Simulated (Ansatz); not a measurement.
Ti:

```
Ti
1.0
     0.00000    2.03000    2.03000
     2.03000    0.00000    2.03000
     2.03000    2.03000    0.00000
Ti
1
Direct
  0.00000 0.00000 0.00000
```

This isn't the form of Ti at room conditions, which is hcp.

Below is the output of Ansatz 0.2.0 for this cell. Logs are shortened: lines on timing, memory, paths and dates and some standing lists are left out, and cuts for length are marked.

```text
Warning: RAYON_NUM_THREADS=1 ignored (pool sized by the plan → 1); use --threads N
Ti: projections on atomic orbitals take those of the free atom 1s2 2s2 2p6 3s2 3p6 3d2 4s2, of charge +0.00 (hamiltonian.pseudopotentials.projection_atoms)
LAPW: plane waves up to 7.677 Å⁻¹, error target 1.0e-3 eV per atom; small_component_spin mean_spin; Ti in spheres of 1.435 Å, 12 of its electrons in bands, Dirac shells [] (how accurate: hamiltonian.pseudopotentials.lapw.basis_error, Limitations)
Engine: ansatz 0.2.0, x86_64-unknown-linux-gnu
Pseudopotentials: kind: all_electron
Pseudopotential: Ti, LAPW, valence charge 12, lapw/all_electron/scalar/gaussian/Ti, Koelling and Harmon's equation, gaussian nucleus
Functional definition: PBE
  parameter kappa = 0.804
  parameter beta = 0.06672455060314922
  exchange = pbe_x(kappa = kappa, mu = beta*pi^2/3)
  correlation = pbe_c(beta = beta)
Crystal: 1 atoms, lattice volume = 16.731 Å³
Basis set: ecut = 224.54001396324827 eV, 137 PW (Γ), exchange–correlation at level 2
Bands: 10, of which v1, the nominal top of the filled ones, is band 6 counted from 1 (5 counted from 0)
Symmetry: 48 space group operations
Space group: Fm-3m (ITA 225), of the structure as read, at distance tolerance 2.6e-5 Å
k-points: 56 of 1331
Non-local potential: Ti, projectors of the file, none
Initial density: superposition of atomic densities (chi_scale 0.1, normalization cell)
Initial wavefunctions: plane waves of lowest kinetic energy (no species holds an atomic orbital)
Functional: x = pbe(κ = 0.804, μ = 0.2195149727645171), c = pbe(β = 0.06672455060314922)
iter 1 solved again at ethr=3.94e-4 eV; its pass at ethr=1.00e-1 eV (dr2=4.73e-2 eV) is discarded
SCF iter   1: F=—  HF=-23233.432724 eV  |F-HF|=—  |Δ(HF+E_count)|=         —  Δρ=2.14e-2  dr2=4.80e-2  ethr=3.94e-4  ⟨swp⟩=2.9  Hψ=4145  notcnv=0
preconditioner: auto → none  [metal: Δε(μ)=0.034 eV  Ē_g=4.637 eV  σ=0.050 eV  W_gap=0.17  n_scr=0 (ndim 8)  ℏωp=18.2 eV  f_vac=0.000  D(μ)=1.44/eV (n_scr^D=14)]
iter 2 solved again at ethr=1.22e-5 eV; its pass at ethr=3.94e-4 eV (dr2=1.47e-3 eV) is discarded
SCF iter   2: F=—  HF=-23233.286832 eV  |F-HF|=—  |Δ(HF+E_count)|=   1.46e-1  Δρ=3.45e-3  dr2=1.47e-3  ethr=1.22e-5  ⟨swp⟩=2.0  Hψ=3006  notcnv=0
SCF iter   3: F=—  HF=-23233.273811 eV  |F-HF|=—  |Δ(HF+E_count)|=   1.30e-2  Δρ=3.29e-3  dr2=1.00e-3  ethr=1.22e-5  ⟨swp⟩=2.8  Hψ=1818  notcnv=0
SCF iter   4: F=—  HF=-23233.274131 eV  |F-HF|=—  |Δ(HF+E_count)|=   3.19e-4  Δρ=2.54e-4  dr2=5.81e-6  ethr=8.34e-6  ⟨swp⟩=2.0  Hψ=1638  notcnv=0
SCF iter   5: F=—  HF=-23233.274136 eV  |F-HF|=—  |Δ(HF+E_count)|=   5.36e-6  Δρ=3.11e-5  dr2=1.35e-7  ethr=4.84e-8  ⟨swp⟩=2.0  Hψ=1638  notcnv=0
SCF iter   6: F=-23233.274136 eV  HF=-23233.274136 eV  |F-HF|=2.76e-10  |Δ(HF+E_count)|=   1.39e-7  Δρ=1.52e-6  dr2=3.88e-10  ethr=1.12e-9  ⟨swp⟩=2.2  Hψ=1659  notcnv=0
SCF 1 converged in 6 iterations: F = -23233.274136 eV  dr2 = 3.88e-10
SCF converged after 6 iterations
Free energy (F): -23233.274136 eV
Harris-Foulkes:  -23233.274136 eV  (|F-HF|=2.76e-10)
Internal energy: -23233.262851 eV  (E = F + TS)
E sigma→0 (E₀):  -23233.268493 eV
Entropy (-TS):   -0.011286 eV (-11.286 meV/atom)
Fermi energy:    14.294388 eV
--- Per-component energies (eV) ---
  E_band       = -144.233931
  E_kinetic    = 23458.855008
  E_xc         = -1148.435585
  E_electrostatic = -45543.682274  (all electrons and nuclei)
  E_smearing   = -0.011286  (= −TS)
  E_closure    = 0.000000  (closes the sum)
  E_atoms      = -23226.621050  (free atoms, spherical and without spin; not in F)
  Σ components = -23233.274136   (vs F -23233.274136, Δ=0.00e0)
  Basis errors (estimates in eV, not in F): energy 1.1e-4 per atom: plane waves 7.6e-5 (3.8e-5 summed), levels above the bands 6.4e-70, relativity 9.2e-9, radial functions 3.7e-5, core shells 3.0e-8; eigenvalues (radial functions only) 1.4e-6; not estimated: angular momenta, meshes, grids; target (lapw.basis_error) 1.0e-3; muffin-tin radii Ti 1.435 Å
--- Forces (eV/Å), atoms counted from 1 ---
  atom   1  Ti    -0.00000000     0.00000000     0.00000000
  max |Σ_I F_I| component: 2.47e-32 eV/Å
--- Stress (GPa, compression-positive) ---
        4.182461      -0.000000      -0.000000
       -0.000000       4.182461       0.000000
       -0.000000       0.000000       4.182461
  P = ⅓ Tr σ = 4.1825 GPa (41.825 kbar)
--- Band table (eV; the first three rows and the last of 56) ---
  k-point 0: bands = ["-42.2933", "-18.1248", "-18.1248", "-18.1248", "8.1436", "15.2054", "15.2054", "15.2054", "16.9289", "16.9289"]
  k-point 1: bands = ["-42.2820", "-18.1873", "-18.1325", "-18.1325", "8.4179", "15.0357", "15.3026", "15.3026", "16.8675", "16.8675"]
  k-point 2: bands = ["-42.2517", "-18.3529", "-18.1532", "-18.1532", "9.1852", "14.6450", "15.4750", "15.4750", "16.8250", "16.8250"]
  k-point 55: bands = ["-42.1042", "-18.6375", "-18.5966", "-18.3841", "12.7178", "13.6125", "14.1645", "16.5715", "18.2396", "22.7233"]
--- Löwdin populations: 1 site ---
  site symbol       q [e]
     0     Ti     21.8817
  spilling = 0.005378 (of n_electrons = 22.000000)
```

**Question.** Write the input and the command behind it.

**Answer.** Single point with PBE, no spin polarisation. The files as run (others can give the same):

input.yaml
```yaml
crystal:
  lattice:
    - [0.0, 2.03, 2.03]
    - [2.03, 0.0, 2.03]
    - [2.03, 2.03, 0.0]
  atoms:
    - { symbol: Ti, position: [0.0, 0.0, 0.0] }
kpoints:
  mp_grid: { grid: [11, 11, 11] }
scf:
  occupations: { method: fermi_dirac, width: 0.05 }
hamiltonian:
  xc: pbe
  pseudopotentials: { kind: all_electron, lapw: { basis_error: 0.001 } }
output:
  forces: true
  stress: true
  eigenvalues: true
  populations: true
```

Potentials or basis: all-electron LAPW, scalar-relativistic.
Launch:
```sh
$ ansatz run input.yaml --threads 1 --pin off --max-ram 2560MiB --backend cpu --events-out ev --progress --plain --runs-dir out
```
